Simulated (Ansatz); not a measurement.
# The perfect BN wire along [110], 8 atoms a period, H-terminated, part 2 of 2

Wanted: the relaxed geometry and the bands of the BN wire along [110], 8 atoms a period, H-terminated.

Ansatz 0.2.0; DFT PBE, plane waves, PAW; relaxation of a wire's period; PAW set soft_1 (the session's first sound run).

So far. Step 2 (Relaxing the period): The cell's length comes to 2.626 Å with spin left out.

## 3. The wire at its relaxed period

This step: DFT PBE, plane waves, PAW; bands of a perfect wire; PAW set soft_1 (Ansatz 0.2.0).

At the relaxed period the bands are computed along the axis; those that cross an energy going forward count the channels that a perfect wire would open there.

Input file input.yaml:

```yaml
crystal:
  lattice:
    - [12.648, 0.0, 0.0]
    - [0.0, 11.326, 0.0]
    - [0.0, 0.0, 2.6262097145]
  atoms:
    - { symbol: H, position: [0.416883305, 0.29561954, 0.0] }
    - { symbol: B, position: [0.463120168, 0.388568147, 0.0] }
    - { symbol: H, position: [0.268714411, 0.589773296, 0.5] }
    - { symbol: H, position: [0.268714411, 0.410261086, 0.5] }
    - { symbol: B, position: [0.321177706, 0.500017191, 0.5] }
    - { symbol: "N", position: [0.540546835, 0.608783401, 0.5] }
    - { symbol: "N", position: [0.540546835, 0.391250981, 0.5] }
    - { symbol: H, position: [0.581191251, 0.687160075, 0.5] }
    - { symbol: H, position: [0.581191251, 0.312874306, 0.5] }
    - { symbol: B, position: [0.610211882, 0.500017191, 0.5] }
    - { symbol: "N", position: [0.396470446, 0.500017191, 0.0] }
    - { symbol: H, position: [0.416883305, 0.704414842, 0.0] }
    - { symbol: B, position: [0.463120168, 0.611466235, 0.0] }
    - { symbol: "N", position: [0.685571575, 0.500017191, 0.0] }
    - { symbol: H, position: [0.734723506, 0.572255718, 0.0] }
    - { symbol: H, position: [0.734723506, 0.427778664, 0.0] }
kpoints:
  mp_grid: { grid: [1, 1, 31] }
  band_path: { path: ["Γ", Z], npoints: 90 }
scf:
  occupations: { method: fermi_dirac, width: 0.05 }
hamiltonian:
  xc: pbe
  pseudopotentials: { kind: paw, azcp: { folder: soft_1 } }
output:
  dos: { e_range: [-5, 4] }
  write_potential: true
  write_density: true
  volumetric_format: npy
```

The run is started by

```sh
> ansatz run input.yaml --threads 4 --pin off --max-ram 16384MiB --backend cpu --events-out ev --progress --plain --runs-dir out
```

Numbers of over 12 decimals in the logs are rounded to 6 here.

The log of the run:

```text
[...]
Crystal: 16 atoms, lattice volume = 376.208 Å³
Basis set: ecut = 420 eV, 7383 PW (Γ)
Bands: 36, of which v1, the nominal top of the filled ones, is band 20 counted from 1 (19 counted from 0)
Symmetry: 4 space group operations
[...]
k-points: 16 of 31
[...]
SCF iter   1: F=—  HF=-2303.550732 eV  |F-HF|=—  |Δ(HF+E_count)|=         —  Δρ=7.55e-2  dr2=2.63e1  ethr=3.10e-3  ⟨swp⟩=8.4  Hψ=3396  notcnv=0  defer=19
[...]
SCF iter  10: F=-2294.074234 eV  HF=-2294.074234 eV  |F-HF|=5.45e-9  |Δ(HF+E_count)|=   3.75e-8  Δρ=2.04e-6  dr2=9.23e-9  ethr=2.50e-10  ⟨swp⟩=22.7  Hψ=5060  notcnv=0
SCF 1 converged in 10 iterations: F = -2294.074234 eV  dr2 = 9.23e-9
[...]
NSCF: frozen V_eff on 91 k-points
WARN: The output density's exchange-correlation potential varies sharply where the density is thin. Do not read a vacuum level from v_tot or v_xc, or from such a field of the output density. On a cell that repeats whose density bears no net charge and no dipole along the vacuum's axis use v_es (v_loc + v_h of the components); under efield.dipole_correction with no amplitude use v_es + v_field, which holds any externa [...]
SCF converged after 10 iterations
Free energy (F): -2294.074234 eV
[...]
Internal energy: -2294.074234 eV  (E = F + TS)
E sigma→0 (E₀):  -2294.074234 eV
Entropy (-TS):   -0.000000 eV (-0.000 meV/atom)
Fermi energy:    -1.385083 eV
[...]
--- Band table (eV; the first three rows and the last of 16) ---
  k-point 0: bands = [... 16 lower, -4.1391, -2.9648, -2.7360, -2.2694, -0.7056, 0.1626, 0.7750, 2.0491, ... 12 higher]
  k-point 1: bands = [... 16 lower, -4.1287, -2.9678, -2.7946, -2.2654, -0.6890, 0.1803, 0.7981, 2.0674, ... 12 higher]
  k-point 2: bands = [... 16 lower, -4.1035, -3.0473, -2.8916, -2.2542, -0.6412, 0.2334, 0.8659, 2.1213, ... 12 higher]
  k-point 15: bands = [... 16 lower, -4.3405, -3.6468, -3.4369, -2.1817, 2.7604, 3.1367, 3.4571, 3.8978, ... 12 higher]
```

It took 17 s on 4 threads of Intel Xeon Platinum 8488C (Sapphire Rapids), shared host; peak memory 1 GiB.

The column dr2 measures how far the density is from self-consistency, as an energy; F and HF (Harris–Foulkes) agree once it is small.

This step gave:

| Item | Value |
| --- | --- |
| band gap | 1.445 eV |

Electronic bands along the path, in eV, zero at the Fermi level:

```csv
point,band 17,band 18,band 19,band 20,band 21,band 22,band 23,band 24
Γ,-2.75,-1.58,-1.35,-0.88,0.68,1.55,2.16,3.43
halfway,-2.77,-2.48,-1.68,-0.77,1.57,2.59,3.33,4.38
Z,-2.96,-2.26,-2.05,-0.80,4.24,4.54,4.75,5.29
```

The gap is 1.44 eV, with spin left out.

The path shows an indirect gap of 1.44 eV (valence top between Γ and Z, conduction bottom at Γ). The least direct gap is 1.56 eV.

## 4. Levels at the same atoms, cutoff 500 eV, k-mesh 1×1×23

This step: DFT r2SCAN, plane waves, PAW; bands of a perfect wire at the PBE geometry; PAW set soft_1 (Ansatz 0.2.0).

The atoms stay at the PBE geometry and the functional changes. r2SCAN also reads the kinetic-energy density; it often gives larger moments and wider gaps than PBE, at a higher cost. Against the first PBE run of this kind, the cutoff is 500 eV against 420 and the mesh along the wire has 23 points against 31.

input.yaml: that of step 3 with these lines changed.

```diff
@@ -23,3 +23,3 @@
 kpoints:
-  mp_grid: { grid: [1, 1, 31] }
+  mp_grid: { grid: [1, 1, 23] }
   band_path: { path: ["Γ", Z], npoints: 90 }
@@ -28,8 +28,3 @@
 hamiltonian:
-  xc: pbe
+  xc: r2scan
   pseudopotentials: { kind: paw, azcp: { folder: soft_1 } }
-output:
-  dos: { e_range: [-5, 4] }
-  write_potential: true
-  write_density: true
-  volumetric_format: npy
```

The log of the run:

```text
[...]
Crystal: 16 atoms, lattice volume = 376.208 Å³
Basis set: ecut = 500 eV, 9519 PW (Γ), exchange–correlation on 384×360×80 points (64 copies of the dense FFT grid, shifted against one another)
Bands: 36, of which v1, the nominal top of the filled ones, is band 20 counted from 1 (19 counted from 0)
Symmetry: 4 space group operations
[...]
k-points: 12 of 23
[...]
SCF iter   1: F=—  HF=-2308.527505 eV  |F-HF|=—  |Δ(HF+E_count)|=         —  Δρ=7.32e-2  dr2=2.45e1  dr2_τ=2.51e0  ethr=3.10e-3  ⟨swp⟩=8.4  Hψ=2590  notcnv=0  defer=16
[...]
SCF iter   9: F=-2301.215314 eV  HF=-2301.215314 eV  |F-HF|=9.18e-9  |Δ(HF+E_count)|=   1.12e-6  Δρ=5.16e-6  dr2=7.78e-8  dr2_τ=1.45e-8  ethr=2.50e-10  ⟨swp⟩=24.2  Hψ=4240  notcnv=0
SCF 1 converged in 9 iterations: F = -2301.215314 eV  dr2 = 7.78e-8
[...]
SCF converged after 9 iterations
Free energy (F): -2301.215314 eV
[...]
Internal energy: -2301.215314 eV  (E = F + TS)
E sigma→0 (E₀):  -2301.215314 eV
Fermi energy:    -1.261711 eV
[...]
--- Band table (eV; the first three rows and the last of 12) ---
  k-point 0: bands = [... 16 lower, -4.4216, -3.2023, -2.9375, -2.5184, -0.2042, 0.7189, 1.3028, 2.5542, ... 12 higher]
  k-point 1: bands = [... 16 lower, -4.4024, -3.2124, -3.0422, -2.5114, -0.1740, 0.7518, 1.3464, 2.5940, ... 12 higher]
  k-point 2: bands = [... 16 lower, -4.3617, -3.4345, -3.1376, -2.4925, -0.0876, 0.8503, 1.4712, 2.7121, ... 12 higher]
  k-point 11: bands = [... 16 lower, -4.6641, -3.9410, -3.7773, -2.4385, 3.2183, 3.5926, 4.0703, 4.3534, ... 12 higher]
```

The job ended after 29 s (4 threads; peak memory 1.7 GiB; 1.9 min of CPU time).

This step gave:

| Property | Result |
| --- | --- |
| band gap | 2.202 eV |

Electronic bands along the path, in eV, zero at the Fermi level:

```
  point  band 17  band 18  band 19  band 20  band 21  band 22  band 23  band 24
      Γ    -3.16    -1.94    -1.68    -1.26     1.06     1.98     2.56     3.82
halfway    -3.17    -2.89    -2.07    -1.15     1.96     3.04     3.77     4.83
      Z    -3.40    -2.68    -2.52    -1.18     4.62     4.87     5.19     5.63
```

The gap is 2.20 eV, against 1.44 eV under PBE at the relaxed period.

## 5. Levels at the same atoms, level HSE06, cutoff 420 eV

This step: DFT HSE06, plane waves, PAW; levels of a perfect wire at the PBE geometry; PAW set soft_1 (Ansatz 0.2.0).

The atoms stay at the PBE geometry and the functional changes. HSE06 mixes in a quarter of short-range exact exchange, which removes part of the self-interaction that closes gaps; it is dear, so the mesh is thinner and no path is run. Against the first PBE run of this kind, the mesh along the wire has 12 points against 31.

input.yaml: that of step 4 with these lines changed.

```diff
@@ -23,4 +23,3 @@
 kpoints:
-  mp_grid: { grid: [1, 1, 23] }
-  band_path: { path: ["Γ", Z], npoints: 90 }
+  mp_grid: { grid: [1, 1, 12] }
 scf:
@@ -28,3 +27,3 @@
 hamiltonian:
-  xc: r2scan
+  xc: hse06
   pseudopotentials: { kind: paw, azcp: { folder: soft_1 } }
```

The log of the run:

```text
[...]
Crystal: 16 atoms, lattice volume = 376.208 Å³
Basis set: ecut = 420 eV, 7383 PW (Γ)
Bands: 36, of which v1, the nominal top of the filled ones, is band 20 counted from 1 (19 counted from 0)
Symmetry: 4 space group operations
[...]
k-points: 7 of 12
[...]
SCF iter   7: F=-2294.075630 eV  HF=-2294.075648 eV  |F-HF|=1.74e-5  |Δ(HF+E_count)|=   1.76e-4  Δρ=1.73e-4  dr2=8.00e-5  ethr=2.73e-6  ⟨swp⟩=3.0  Hψ=478  notcnv=0
[...]
Fermi energy:    -1.661909 eV
[...]
--- Band table (eV; the first three rows and the last of 7) ---
  k-point 0: bands = [... 16 lower, -5.0731, -3.7848, -3.5199, -3.1203, -0.4126]
  k-point 1: bands = [... 16 lower, -5.0152, -3.9944, -3.7265, -3.0954, -0.3006]
  k-point 2: bands = [... 16 lower, -4.9100, -4.7804, -3.7780, -3.0436, 0.0157]
  k-point 6: bands = [... 16 lower, -5.3209, -4.5682, -4.3996, -3.0229, 3.4218]
  guard bands above this table: 15 of the run's 36 bands. The solve was not asked for them (output.publish_guard_bands: true or output.eigenvalues: true publishes all)
[key lines of the parts left out:]
Free energy (F): -2294.804362 eV
```

The job ended after 28 s (4 threads; peak memory 4.2 GiB).

Numbers from this step:

```yaml
band_gap: 2.587 eV
```

The gap is 2.59 eV, against 1.44 eV under PBE at the relaxed period.

## 6. What came out

```
cell length, PBE : 2.626 Å
gap, PBE         : 1.44 eV
gap, r2SCAN      : 2.20 eV
gap, HSE06       : 2.59 eV
```

Under PBE the cell's length is 2.63 Å, and a gap of 1.44 eV makes it a semiconductor. At the relaxed period the wire is gapped under every functional, from 1.44 eV (PBE) to 2.59 eV (HSE06). Weak screening in one dimension makes quasiparticle gaps larger than the semilocal gaps, as a rule. Plain hydrogen on a compound's surface is a simple closure: it may leave surface states, and facets that end in unlike atoms put a field across the wire, both of which shrink the gap. A hybrid's gap is read on a coarse mesh, without a band path.

[Logs are printed without paths, hosts, clocks, repeated set-up lines and the standing remarks that a program may print on its own settings, such as how far it seeks lower states.]

[Hosts, paths, dates, database ids (printed as entryN), source tags and the programs' standing remarks are cut or masked in the printed files.]
